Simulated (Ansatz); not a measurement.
# A series in volume per atom on Nb

Equation of state of a cubic crystal from periodic Kohn-Sham density functional theory without spin; pressure corrected for the finite basis. The results are calculated, by Ansatz 0.2.0 development build.

Cell of the first row (space group Fd-3m, No. 227):
```
CELL_PARAMETERS angstrom
0.00000 2.89540 2.89540
2.89540 0.00000 2.89540
2.89540 2.89540 0.00000
ATOMIC_POSITIONS crystal
Nb 0.00000 0.00000 0.00000
Nb 0.25000 0.25000 0.25000
```

Settings of every row: formula Nb; structure type diamond; functional PBE; spin treatment none; k mesh 16x16x16; occupation method fermi-dirac; occupation width 0.061225619 eV; wave cutoff 700 eV; datasets soft-1 PAW; density cutoff ratio 4.

Limits: a cubic model structure, not a phase known at ambient conditions; some atoms lie unusually close (a squeezed, shaken or made-up cell); the SCF threshold is loose for a stress in some rows.

| row | volume per atom (Å³) | pressure (GPa) | energy above lowest point (meV/atom) |
| --- | --- | --- | --- |
| 1 | 24.274 | 4.579 | 20.29 |
| 2 | 24.791 | 2.84 | 8.38 |
| 3 | 25.307 | 1.272 | 1.8 |
| 4 | 25.823 | ? | ? |
| 5 | 26.34 | -1.383 | 2.48 |
| 6 | 26.856 | -2.507 | 8.78 |

Question: what pressure should row 4 give?

Worked fit of pressure. Take u = (V_r/V)^(2/3) − 1 with V_r = 25.307 Å³ an atom, which is twice the finite (Eulerian) strain; such expansions in the strain, on which the Birch-Murnaghan equation of state is built, carry the rest volume and the bulk modulus. The shown rows have u = 0.02817, 0.01383, 0, -0.02632, -0.03883. Least squares give pressure = 1.2749 + 108.917 × u + 297.56 × u² GPa; a straight line predicts inner rows, each left out in turn, worse (root mean square 0.15 against 0.0049 GPa). The rows lie off it by 0.000, 0.002, -0.003, 0.003, -0.001. The pressure vanishes at u = -0.0121, or V = 25.77 Å³ an atom, and there the bulk modulus at fixed shape and fractions is B = −V dP/dV = (2/3)(1 + u) dP/du = 67 GPa. The withheld row has u = -0.01337, so the fit gives 1.2749 + 108.917 × (-0.01337) + 297.56 × (-0.01337)² = -0.128 GPa.

The calculation gave -0.131 GPa. The fit lies 0.003 GPa (2.3 % of the value, 0.042 % of the column's range) above it; its largest miss of a shown row is 0.003 GPa.

The other values of row 4: energy above lowest point 0 meV/atom.
